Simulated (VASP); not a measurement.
# In (I4/mmm) in VASP: further runs

One crystal, In, is run at these levels: LDA, PBE; tasks: relaxation of cell and atoms.

Program: VASP 6.6.1. These are calculated values, not measurements. Logs are shortened: lines on timing, memory, paths and dates and some standing lists are left out, and cuts for length are marked.

## Step 1: The crystal as given

It takes space group I4/mmm (No. 139, tetragonal). Conventional cell: a = 3.251 Å, b = 3.251 Å, c = 4.947 Å, α = 90.00°, β = 90.00°, γ = 90.00°. In (site symmetry 4/mmm) is surrounded by 12 In at 3.25 to 3.38 Å.

## Step 2: Relaxation of cell and atoms, LDA

Input file INCAR:

```
PREC = Accurate
ENCUT = 600
EDIFF = 1E-6
ISMEAR = 1
SIGMA = 0.1
LREAL = False
LASPH = True
NELM = 80
ALGO = Normal
ISIF = 3
LWAVE = False
LCHARG = False
IBRION = 2
NSW = 90
EDIFFG = -0.01
```

Input file KPOINTS:

```
Automatic mesh
0
Gamma
  20 20 20
```

Input file POSCAR:

```
In
1.0
   -1.6254700000      1.6254700000      2.4737000000
    1.6254700000     -1.6254700000      2.4737000000
    1.6254700000      1.6254700000     -2.4737000000
In
1
Direct
    0.0000000000      0.0000000000      0.0000000000
```

Potentials or basis: VASP PAW LDA potentials, release 64 (In_d).

Run with:

```
$ cat potpaw_LDA.64/In_d/POTCAR > POTCAR
$ mpirun -np 1 vasp_std > vasp.out
```

OUTCAR:

```text
PREC = Accurate
   ENCUT = 600
   EDIFF = 1E-6
   ISMEAR = 1
   LREAL = False
   LASPH = True
   NELM = 80
   ISIF = 3
   IBRION = 2
   NSW = 90
   EDIFFG = -0.01

 ion  position               nearest neighbor table
   1  0.000  0.000  0.000-

  LATTYP: Found a body centered tetragonal cell.
 ALAT       =     3.2509400000
 C/A-ratio  =     1.5218367611

  Lattice vectors:

 A1 = (  -1.6254700000,   1.6254700000,   2.4737000000)
 A2 = (   1.6254700000,  -1.6254700000,   2.4737000000)
 A3 = (   1.6254700000,   1.6254700000,  -2.4737000000)

Analysis of symmetry for initial positions (statically):
=====================================================================
 Subroutine PRICEL returns:
 Original cell was already a primitive cell.

 Routine SETGRP: Setting up the symmetry group for a
 body centered tetragonal supercell.

 Subroutine GETGRP returns: Found 16 space group operations
 (whereof 16 operations were pure point group operations)
 out of a pool of 16 trial point group operations.

The static configuration has the point symmetry D_4h.

Analysis of symmetry for dynamics (positions and initial velocities):
=====================================================================
 Subroutine PRICEL returns:
 Original cell was already a primitive cell.

 Routine SETGRP: Setting up the symmetry group for a
 body centered tetragonal supercell.

 Subroutine GETGRP returns: Found 16 space group operations
 (whereof 16 operations were pure point group operations)
 out of a pool of 16 trial point group operations.

The dynamic configuration has the point symmetry D_4h.

 Subroutine INISYM returns: Found 16 space group operations
 (whereof 16 operations are pure point group operations),
 and found     1 'primitive' translations

----------------------------------------------------------------------------------------

                                     Primitive cell

  volume of cell :      26.1436

  direct lattice vectors                    reciprocal lattice vectors
    -1.625470000  1.625470000  2.473700000     0.000000000  0.307603339  0.202126369
     1.625470000 -1.625470000  2.473700000     0.307603339  0.000000000  0.202126369
     1.625470000  1.625470000 -2.473700000     0.307603339  0.307603339  0.000000000

  length of vectors
     3.376906444  3.376906444  3.376906444     0.368069129  0.368069129  0.435016814

  position of ions in fractional coordinates (direct lattice)
     0.000000000  0.000000000  0.000000000

  ion indices of the primitive-cell ions
   primitive index   ion index
                 1           1
[... 94 lines left out ...]
  Fermi-wavevector in a.u.,A,eV,Ry     =   1.296983  2.450943 22.887245  1.682165
  Thomas-Fermi vector in A             =   2.428405
   LORBIT       =      0    0 simple, 1 ext, 2 COOP (PROOUT), +10 PAW based schemes
   GGA     = CA    functional components
   LHFCALC =     F    Hartree Fock is set to
   AEXX    =    0.0000 exact exchange contribution
   IVDW    =     0    specifies the selected vdW correction
   LEPSILON=     F    determine dielectric tensor
   LRPA    =     F    only Hartree local field effects (RPA)
 conjugate gradient relaxation of ions
 non-spin polarized calculation
 Methfessel and Paxton  Order N= 1 SIGMA  =   0.10
  energy-cutoff  :      600.00
  volume of cell :       26.14
 maximum number of plane-waves:       901
   NGX = 13   NGY = 13   NGZ = 13

--------------------------------------- Ionic step        1  -------------------------------------------

 number of electron      13.0000006 magnetization

 Free energy of the ion-electron system (eV)
  ---------------------------------------------------
  ext. energy  EPLUGINS =         0.00000000
  ---------------------------------------------------
  free energy    TOTEN  =        -3.20477093 eV

  energy without entropy =       -3.20463776  energy(sigma->0) =       -3.20472654

------------------------ aborting loop because EDIFF is reached ----------------------------------------

  FORCE on cell =-STRESS in cart. coord.  units (eV):
  Direction    XX          YY          ZZ          XY          YZ          ZX
  --------------------------------------------------------------------------------------
  -------------------------------------------------------------------------------------
  Total       -0.3923043     -0.3923043     -0.4232301      0.0000000      0.0000000      0.0000000
  in kB      -24.0418940    -24.0418940    -25.9371477      0.0000000      0.0000000      0.0000000
  external PRESSURE =     -24.6736452 kB  Pullay stress =       0.0000000 kB
[... 197 lines left out ...]
--------------------------------------- Ionic step        7  -------------------------------------------

 number of electron      12.9999998 magnetization

 Free energy of the ion-electron system (eV)
  ---------------------------------------------------
  ext. energy  EPLUGINS =         0.00000000
  ---------------------------------------------------
  free energy    TOTEN  =        -3.21674416 eV

  energy without entropy =       -3.21678422  energy(sigma->0) =       -3.21675751

 E-fermi :   7.9172     XC(G=0): -10.8090

 val. band max:        7.9147724618   @ k =   0.2500   0.1500   0.1500
 cond. band min:       7.9212427465   @ k =  -0.3500   0.4000   0.3500
 fundamental gap:      0.0064702847
 Fermi energy:         7.9172314168

 k-point     1 :       0.0000    0.0000    0.0000
  band No.  band energies     occupation
      1      -6.7697      2.00000
      2      -6.6836      2.00000
      3      -6.6836      2.00000
      4      -6.5519      2.00000
      5      -6.4665      2.00000
      6      -2.0750      2.00000
      7      18.8660      0.00000
      8      18.8660      0.00000
      9      19.0051      0.00000
     10      19.6782      0.00000
[... 287 lines left out ...]
 k-point    24 :      -0.3500    0.0500    0.0000
  band No.  band energies     occupation
      1      -6.7708      2.00000
      2      -6.7072      2.00000
      3      -6.6426      2.00000
      4      -6.4269      2.00000
      5      -6.3778      2.00000
      6       0.6161      2.00000
      7       8.5105     -0.00000
      8      15.9993      0.00000
      9      17.3031      0.00000
     10      19.2207      0.00000

 [... further k-points ...]

------------------------ aborting loop because EDIFF is reached ----------------------------------------

  FORCE on cell =-STRESS in cart. coord.  units (eV):
  Direction    XX          YY          ZZ          XY          YZ          ZX
  --------------------------------------------------------------------------------------
  -------------------------------------------------------------------------------------
  Total        0.0041951      0.0041951      0.0041079      0.0000000     -0.0000000      0.0000000
  in kB        0.2724392      0.2724392      0.2667706      0.0000000     -0.0000000      0.0000000
  external PRESSURE =       0.2705497 kB  Pullay stress =       0.0000000 kB
[... 16 lines left out ...]
  FREE ENERGIE OF THE ION-ELECTRON SYSTEM (eV)
  ---------------------------------------------------
  free  energy   TOTEN  =        -3.2167441615 eV

  energy  without entropy=       -3.2167842188  energy(sigma->0) =       -3.21675751

 reached required accuracy - stopping structural energy minimisation
```

OSZICAR:

```text
N       E                     dE             d eps       ncg     rms          rms(c)
DAV:   1     0.739766061761E+02    0.73977E+02   -0.70962E+03 12848   0.181E+03
DAV:   2    -0.325971796289E+00   -0.74303E+02   -0.73215E+02 13012   0.300E+02
[... 47 lines left out ...]
DAV:   1    -0.322497994755E+01   -0.83327E-02   -0.30431E-01 14598   0.606E+00    0.483E-01
DAV:   2    -0.321983240486E+01    0.51475E-02   -0.67454E-03 18500   0.173E+00    0.317E-01
DAV:   3    -0.321670598067E+01    0.31264E-02   -0.38339E-03 15874   0.197E+00    0.827E-02
DAV:   4    -0.321674592060E+01   -0.39940E-04   -0.51431E-04 13846   0.280E-01    0.940E-02
DAV:   5    -0.321674453837E+01    0.13822E-05   -0.19207E-05 17516   0.687E-02    0.183E-02
DAV:   6    -0.321674416146E+01    0.37691E-06   -0.98538E-07  8434   0.207E-02
   7 F= -.32167442E+01 E0= -.32167575E+01  d E =-.288103E-03
```

Run time: 7.5 min. Hardware: 1 thread of Intel Xeon Platinum 8488C (Sapphire Rapids), shared host; peak memory 0.33 GiB.

What came out:

- Free energy: -3.2167 eV
- Relaxed volume: 24.67 Å³/atom
- Relaxed cell: a = 3.298 Å, b = 3.298 Å, c = 3.298 Å, α = 121.73°, β = 121.73°, γ = 87.04°
- Space group after relaxing (to 0.05 Å): I4/mmm (No. 139)
- Energy gained by relaxing: 12.0 meV/atom
- Ionic steps: 7
- Pressure after relaxing: 0.0 GPa
- Band gap on the k mesh: none (metal or under the smearing width)

The path:
| step | energy change (eV) | largest force (eV/Å) | pressure (GPa) | volume (Å³) |
| --- | --- | --- | --- | --- |
| 1 | 0.0000 | 0.0000 | -2.47 | 26.14 |
| 2 | -0.0117 | 0.0000 | 0.14 | 24.65 |
| 3 | -0.0117 | 0.0000 | -0.02 | 24.72 |
| 4 | -0.0117 | 0.0000 | 0.05 | 24.69 |
| 5 | -0.0117 | 0.0000 | 0.03 | 24.69 |
| 6 | -0.0119 | 0.0000 | 0.04 | 24.68 |
| 7 | -0.0120 | 0.0000 | 0.03 | 24.67 |

Final structure:
```
In
1.0
    -1.60587    1.60587    2.39170
     1.60587   -1.60587    2.39170
     1.60587    1.60587   -2.39170
In
1
Direct
  0.00000 0.00000 0.00000
```

LDA usually gives volumes a few per cent too small. Zero-point motion and thermal expansion aren't in these numbers.

## Step 3: Relaxation of cell and atoms, LDA

This run uses another cell than the first one, of 24.67 Å³/atom, 0.944 times its volume.

INCAR: that of step 2 with these lines changed.

```diff
@@ -2,3 +2,3 @@
 ENCUT = 600
-EDIFF = 1E-6
+EDIFF = 1E-7
 ISMEAR = 1
@@ -14,2 +14,2 @@
 NSW = 90
-EDIFFG = -0.01
+EDIFFG = -0.005
```

KPOINTS is that of step 2.

Input file POSCAR:

```
In                                      
1.0
   -1.6058689381      1.6058689381      2.3917017696
    1.6058689381     -1.6058689381      2.3917017696
    1.6058689381      1.6058689381     -2.3917017696
  In            
     1
Direct
     0.0000000000000000    0.0000000000000000    0.0000000000000000
```

Potentials or basis: VASP PAW LDA potentials, release 64 (In_d).

Run with:

```
$ cat potpaw_LDA.64/In_d/POTCAR > POTCAR
$ mpirun -np 1 vasp_std > vasp.out
```

It took 90 s on 1 thread of Intel Xeon Platinum 8488C (Sapphire Rapids), shared host; peak memory 0.3 GiB.

The run converged. Its results:

```yaml
Free_energy: -3.2166 eV
Pressure_after_relaxing: 0.0 GPa
Band_gap_on_the_k_mesh: none (metal or under the smearing width)
```

Final structure:
```
In
1.0
    -1.60587    1.60587    2.39170
     1.60587   -1.60587    2.39170
     1.60587    1.60587   -2.39170
In
1
Direct
  0.00000 0.00000 0.00000
```

Levels at points of the mesh, in eV from the Fermi level:
| k point | band 4 | band 5 | band 6 | band 7 | band 8 | band 9 |
| --- | --- | --- | --- | --- | --- | --- |
| (0.00, 0.00, 0.00) | -14.47 | -14.38 | -9.99 | 10.95 | 10.95 | 11.09 |
| (0.50, 0.00, 0.00) | -14.26 | -14.23 | -4.41 | -3.63 | 8.08 | 9.25 |
| (0.50, 0.50, 0.00) | -14.23 | -14.16 | -2.22 | -1.73 | 3.72 | 4.03 |
| (0.50, 0.50, 0.50) | -14.20 | -14.20 | -2.76 | -2.68 | 4.61 | 4.61 |

Caveat: the relaxation stopped at its first step, so nothing moved.

## Step 4: Relaxation of cell and atoms, PBE

Input file INCAR:

```
SYSTEM = In
PREC = Accurate
ENCUT = 600
EDIFF = 1E-6
ISMEAR = 1
SIGMA = 0.1
LREAL = .False.
LASPH = .True.
NELM = 80
ALGO = Normal
ISIF = 3
LWAVE = .False.
LCHARG = .False.
GGA = PE
IBRION = 2
NSW = 90
EDIFFG = -0.01
```

Input file KPOINTS:

```
Automatic mesh
0
Gamma
  20 20 20
  0 0 0
```

Input file POSCAR:

```
In
1.0
   -1.6254700000      1.6254700000      2.4737000000
    1.6254700000     -1.6254700000      2.4737000000
    1.6254700000      1.6254700000     -2.4737000000
In
1
Direct
    0.0000000000      0.0000000000      0.0000000000
```

Potentials or basis: VASP PAW PBE potentials, release 64 (In_d).

Run with:

```
$ cat potpaw_PBE.64/In_d/POTCAR > POTCAR
$ mpirun -np 1 vasp_std > vasp.out
```

Run time: 6.7 min. Hardware: 1 thread of Intel Xeon 6975P-C (Granite Rapids), shared host; peak memory 0.36 GiB.

It converged, with:

```
Free energy                            : -2.5599 eV
Relaxed volume                         : 27.51 Å³/atom
Relaxed cell                           : a = 3.420 Å, b = 3.420 Å, c = 3.420 Å, α = 121.72°, β = 121.72°, γ = 87.04°
Space group after relaxing (to 0.05 Å) : I4/mmm (No. 139)
Energy gained by relaxing              : 9.1 meV/atom
Ionic steps                            : 11
Pressure after relaxing                : 0.0 GPa
Band gap on the k mesh                 : none (metal or under the smearing width)
```

Step by step:
| step | energy change (eV) | largest force (eV/Å) | pressure (GPa) | volume (Å³) |
| --- | --- | --- | --- | --- |
| 1 | 0.0000 | 0.0000 | 2.10 | 26.14 |
| 2 | -0.0087 | 0.0000 | 0.03 | 27.46 |
| 3 | -0.0087 | 0.0000 | 0.05 | 27.49 |
| 4 | -0.0088 | 0.0000 | 0.04 | 27.49 |
| 5 | -0.0090 | 0.0000 | 0.06 | 27.49 |
| 6 | -0.0090 | 0.0000 | 0.04 | 27.48 |
| 7 | -0.0091 | 0.0000 | 0.06 | 27.48 |
| 8 | -0.0091 | 0.0000 | 0.04 | 27.48 |
| 9 | -0.0091 | 0.0000 | 0.06 | 27.48 |
| 10 | -0.0090 | 0.0000 | -0.09 | 27.58 |
| 11 | -0.0091 | 0.0000 | -0.01 | 27.51 |

Final structure:
```cif
data_structure
_symmetry_space_group_name_H-M 'P 1'
_symmetry_Int_Tables_number 1
_cell_length_a 3.4201
_cell_length_b 3.4201
_cell_length_c 3.4201
_cell_angle_alpha 121.721
_cell_angle_beta 121.721
_cell_angle_gamma 87.044
_cell_volume 27.51
loop_
_atom_site_label
_atom_site_type_symbol
_atom_site_fract_x
_atom_site_fract_y
_atom_site_fract_z
_atom_site_occupancy
In1 In 0.00000 0.00000 0.00000 1
```

Levels at points of the mesh, in eV from the Fermi level:
```tsv
k point	band 4	band 5	band 6	band 7	band 8	band 9
(0.00, 0.00, 0.00)	-14.48	-14.41	-9.21	10.09	10.09	10.20
(0.50, 0.00, 0.00)	-14.32	-14.30	-4.29	-3.17	7.50	8.55
(0.50, 0.50, 0.00)	-14.30	-14.24	-1.91	-1.89	3.56	3.86
(0.50, 0.50, 0.50)	-14.28	-14.28	-2.76	-2.38	4.39	4.39
```

## Step 5: Relaxation of cell and atoms, PBE

This run uses another cell than the first one, of 27.51 Å³/atom, 1.052 times its volume.

INCAR: that of step 4 with these lines changed.

```diff
@@ -3,3 +3,3 @@
 ENCUT = 600
-EDIFF = 1E-6
+EDIFF = 1E-7
 ISMEAR = 1
@@ -16,2 +16,2 @@
 NSW = 90
-EDIFFG = -0.01
+EDIFFG = -0.005
```

KPOINTS is that of step 4.

Input file POSCAR:

```
In                                      
1.0
   -1.6653940457      1.6653940457      2.4799682440
    1.6653940457     -1.6653940457      2.4799682440
    1.6653940457      1.6653940457     -2.4799682440
  In            
     1
Direct
     0.0000000000000000    0.0000000000000000    0.0000000000000000
```

Run with:

```
$ cat potpaw_PBE.64/In_d/POTCAR > POTCAR
$ mpirun -np 1 vasp_std > vasp.out
```

Run time: 66 s. Hardware: 1 thread of Intel Xeon 6975P-C (Granite Rapids), shared host; peak memory 0.34 GiB.

The run converged. Its results:

```yaml
Free_energy: -2.5602 eV
Pressure_after_relaxing: 0.0 GPa
Band_gap_on_the_k_mesh: none (metal or under the smearing width)
```

Final structure:
```cif
data_structure
_symmetry_space_group_name_H-M 'P 1'
_symmetry_Int_Tables_number 1
_cell_length_a 3.4201
_cell_length_b 3.4201
_cell_length_c 3.4201
_cell_angle_alpha 121.721
_cell_angle_beta 121.721
_cell_angle_gamma 87.044
_cell_volume 27.51
loop_
_atom_site_label
_atom_site_type_symbol
_atom_site_fract_x
_atom_site_fract_y
_atom_site_fract_z
_atom_site_occupancy
In1 In 0.00000 0.00000 0.00000 1
```

Levels at points of the mesh, in eV from the Fermi level:
```
           k point  band 3  band 4  band 5  band 6  band 7  band 8  band 9  band 10
(0.00, 0.00, 0.00)  -14.57  -14.48  -14.41   -9.21   10.09   10.09   10.20    11.43
(0.50, 0.00, 0.00)  -14.56  -14.32  -14.30   -4.29   -3.17    7.50    8.55    10.86
(0.50, 0.50, 0.00)  -14.32  -14.30  -14.24   -1.91   -1.89    3.56    3.86     6.86
(0.50, 0.50, 0.50)  -14.31  -14.28  -14.28   -2.76   -2.38    4.39    4.39     7.65
```

Caveat: the relaxation stopped at its first step, so nothing moved.
